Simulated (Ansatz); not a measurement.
Relaxed (210) slab cut from Si (space group Fd-3m (No. 227)); the slab's formula is Si, its outer planes Si (top) and Si (bottom):

```xyz
19
Lattice="5.4330 0.0000 0.0000 -2.7165 6.0743 0.0000 0.0000 0.0000 25.9337" Properties=species:S:1:pos:R:3 pbc="T T T"
Si    0.5529    3.0085    7.6453
Si    0.8588    0.8441    8.4903
Si    2.4857    4.6512    8.6709
Si   -1.2631    3.0554    9.2330
Si    2.7722    1.1741    9.8586
Si    1.3543    5.4310   10.5775
Si   -0.0252    3.6202   11.1649
Si    1.4001    1.8216   11.7148
Si    0.0207    0.0130   12.3563
Si   -1.3716    4.2520   12.9669
Si    2.7372    2.4167   13.5773
Si    4.1166    0.6082   14.2188
Si   -0.0252    4.8837   14.7688
Si    1.3543    3.0729   15.3563
Si    0.0557    1.2555   16.0750
Si   -1.2631    5.4487   16.7007
Si    2.4856    3.8528   17.2630
Si    3.5752    1.5856   17.4434
Si    3.2693   -0.5786   18.2887
```

Theory: DFT PBEsol, scalar-relativistic, plane waves, PAW in Ansatz. Cutoff 420 eV; k points 7×6×1 on the computed 19-atom cell (Γ-centred); Gaussian smearing, width 0.05 eV; no spin polarisation. A dipole correction removes the field between periodic images along c.

The potential is the smooth part; its values at the atoms depend on the PAW datasets.

Problem. How does the plane-averaged electrostatic potential energy of an electron run along c, counted from the Fermi level?

Solution. z (Å), V (eV) and a bar:
```
     2.88       4.80 ##############################
     3.17       4.80 ##############################
     3.46       4.80 ##############################
     3.75       4.80 ##############################
     4.03       4.80 ##############################
     4.32       4.80 ##############################
     4.61       4.80 ##############################
     4.90       4.79 ##############################
     5.19       4.78 ##############################
     5.47       4.75 ##############################
     5.76       4.69 ##############################
     6.05       4.57 #############################
     6.34       4.32 #############################
     6.63       3.79 ###########################
     6.92       2.73 #########################
     7.20       0.90 ####################
     7.49      -0.94 ################
     7.78      -2.55 ############
     8.07      -4.41 #######
     8.36      -6.00 ###
     8.64      -7.15
     8.93      -7.13
     9.22      -6.04 ###
     9.51      -5.14 #####
     9.80      -4.39 #######
    10.09      -4.09 ########
    10.37      -4.11 ########
    10.66      -4.43 #######
    10.95      -4.88 ######
    11.24      -5.09 #####
    11.53      -5.03 #####
    11.81      -4.85 ######
    12.10      -4.66 ######
    12.39      -4.58 ######
    12.68      -4.66 ######
    12.97      -4.65 ######
    13.26      -4.66 ######
    13.54      -4.58 ######
    13.83      -4.66 ######
    14.12      -4.85 ######
    14.41      -5.03 #####
    14.70      -5.09 #####
    14.98      -4.88 ######
    15.27      -4.43 #######
    15.56      -4.11 ########
    15.85      -4.09 ########
    16.14      -4.39 #######
    16.42      -5.13 #####
    16.71      -6.03 ###
    17.00      -7.13
    17.29      -7.15
    17.58      -6.00 ###
    17.87      -4.41 #######
    18.15      -2.55 ############
    18.44      -0.94 ################
    18.73       0.90 ####################
    19.02       2.73 #########################
    19.31       3.79 ###########################
    19.59       4.32 #############################
    19.88       4.57 #############################
    20.17       4.70 ##############################
    20.46       4.75 ##############################
    20.75       4.78 ##############################
    21.04       4.79 ##############################
    21.32       4.80 ##############################
    21.61       4.80 ##############################
    21.90       4.80 ##############################
    22.19       4.80 ##############################
    22.48       4.80 ##############################
    22.76       4.80 ##############################
    23.05       4.80 ##############################
```

The vacuum level lies 4.80 eV above the Fermi level.

Cost: 1 run of about 14 core-minutes, on Intel Xeon Platinum 8488C (Sapphire Rapids) (shared hosts).